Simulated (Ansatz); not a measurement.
# SnO2: the cost of one run

Computed with Ansatz 0.2.0 (DFT r2SCAN, scalar-relativistic, plane waves, PAW, unless a step's input says otherwise).

## Step 1: The system as given

The structure is tetragonal, space group P4_2/mnm (No. 136). Conventional cell: a = 4.760 Å, b = 4.760 Å, c = 3.201 Å, α = 90.00°, β = 90.00°, γ = 90.00°. Sn (site symmetry mmm) is surrounded by 6 O at 2.06 to 2.07 Å. O (site symmetry m2m) has 3 Sn at 2.06 to 2.07 Å in its first shell of neighbours.

As a file:

```cif
data_structure
_symmetry_space_group_name_H-M 'P 1'
_symmetry_Int_Tables_number 1
_cell_length_a 4.7598
_cell_length_b 4.7601
_cell_length_c 3.2007
_cell_angle_alpha 90.000
_cell_angle_beta 90.000
_cell_angle_gamma 90.000
_cell_volume 72.52
loop_
_atom_site_label
_atom_site_type_symbol
_atom_site_fract_x
_atom_site_fract_y
_atom_site_fract_z
_atom_site_occupancy
Sn1 Sn 0.50000 0.50000 0.50000 1
Sn2 Sn 0.00000 0.00000 0.00000 1
O1 O 0.30586 0.30596 0.00000 1
O2 O 0.80586 0.19404 0.50000 1
O3 O 0.19414 0.80596 0.50000 1
O4 O 0.69414 0.69404 0.00000 1
```

It goes back to an entry of the Materials Project, which need not be the stable form.

This cell was relaxed beforehand with the same method: volume 12.09 Å³/atom, gap on the mesh 1.77 eV.

## Step 2: Zero of energy

Reference values: F = -14352.4280 eV; pressure 0.00 GPa; largest force 0.000 eV/Å; gap on the mesh 1.77 eV. It was computed beforehand with the settings of the runs below.

## Step 3: The scan: a strain scan

The cell is strained by ε times the Voigt pattern (0, 0, 0, 0, 0, 1) (xx, yy, zz, yz, xz, xy; engineering shear), with fractional coordinates fixed (clamped ions). The stress on the pattern is the sum of the stress components weighted by it, tension positive.

## Step 4: Point ε = -0.1000

File input.yaml:

```yaml
crystal:
  lattice:
    - [4.7598181028, -0.2379909051, 0.0]
    - [-0.2380028809, 4.7600576175, 0.0]
    - [0.0, 0.0, 3.2007107555]
  atoms:
    - { symbol: Sn, position: [0.5, 0.5, 0.5] }
    - { symbol: Sn, position: [0.0, 0.0, 0.0] }
    - { symbol: O, position: [0.3058623572, 0.3059582262, 0.0] }
    - { symbol: O, position: [0.8058623572, 0.1940417738, 0.5] }
    - { symbol: O, position: [0.1941376428, 0.8059582262, 0.5] }
    - { symbol: O, position: [0.6941376428, 0.6940417738, 0.0] }
basis:
  ecutwfc: 500
kpoints:
  mp_grid: { grid: [6, 6, 8] }
hamiltonian:
  xc: r2scan
scf:
  occupations: { method: gaussian, width: 0.05 }
output:
  forces: true
  stress: true
  eigenvalues: true
```

The run is started by

```console
> ansatz run input.yaml --threads 1 --pin off --max-ram 2560MiB --backend cpu --events-out ev --progress --plain --runs-dir out
```

**Question.** How long does this run take on 1 thread of Intel Xeon at 2.50GHz (Skylake/Cascade Lake), shared host, and how much memory does it need?

About 45 s, with a peak of 0.64 GiB.
